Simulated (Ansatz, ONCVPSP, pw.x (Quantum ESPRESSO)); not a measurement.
## Se: does the ONCV potential hold in the solid?

ONCVPSP 4.0.1.1 (patched build) input, shortened (lines: element, Z, core and valence counts, functional; n l f; lmax; l rc ep ncon nbas qcut; lloc lpopt rc5 dvloc0; l nproj debl; icmod fcfact rcfact), PBE, scalar-relativistic:

```
  Se 34.00    6    2        4      upf
    1    0    2.00
    2    0    2.00
    2    1    6.00
    3    0    2.00
    3    1    6.00
    3    2   10.00
    4    0    2.00
    4    1    4.00
    2
    0    1.50    0.00    3    6    4.90
    1    2.05    0.00    4    8    3.20
    2    2.20    0.21    4    8    4.90
    4    5    1.10    1.00
    0    1    2.90
    1    2    1.50
    2    2    3.70
    1    0.70    0.00
```

Atomic tests: cutoffs needed: 11 Ha and 37 Ha (the cutoffs (Ha) at which the residual kinetic energy of the hardest occupied pseudo-wave falls to 1 and 0.1 mHa per electron); ghost test: no bound ghost flagged; no localised positive-energy state flagged; configuration tests: 4 of 4 tests not solved or not reliable.

Crystal test: fcc Se in pw.x 7.5, no spin, 13³ k-points, Fermi–Dirac smearing 0.01 Ry, cutoffs 85/340 Ry. The reference is all-electron LAPW (Ansatz 0.2.0) with the same functional, mesh and smearing; V0 and B0 come from Birch–Murnaghan fits to the pressures at five volumes. Errors are pseudo minus all-electron; Δ is the rms difference of the E(V) curves that follow from these fits, minima aligned, over ±6 % about the mean V0. Mesh and smearing are coarse, so the numbers serve the comparison and aren't converged zero-temperature values; the lattice is a test structure that the element need not adopt.

All-electron: a0 = 4.342 Å (V0 = 20.47 Å³/atom), B0 = 67.6 GPa.

**Question.** How far does the potential miss the all-electron equation of state?

**Answer.** mean pressure error (GPa): -4.58. The pressure does not cross zero within the volumes sampled, so no fit is given. This is a poor potential for the solid. Atomic configuration tests: 4 of 4 tests not solved or not reliable.

```csv
V (Å³/atom),P all-electron (GPa),P pseudo (GPa)
19.394,4.12,-0.93
19.905,2.01,-2.78
20.415,0.17,-4.38
20.925,-1.43,-5.77
21.436,-2.81,-6.96
```

**Question.** At the middle volume, how do free energy and pressure move when the wave cutoff is lowered (ecutrho kept at four times it)?

**Answer.**

```json
{"cutoff (Ry)": "51", "shift of F (meV/atom)": "+368.6", "shift of P (GPa)": "-13.16"}
{"cutoff (Ry)": "68", "shift of F (meV/atom)": "+34.3", "shift of P (GPa)": "-1.20"}
```

The run at the middle volume (84 k-points, 21 iterations) took about 76 s on one core of a shared host (Neoverse-N1, 64 threads, 124 GiB, load 58).
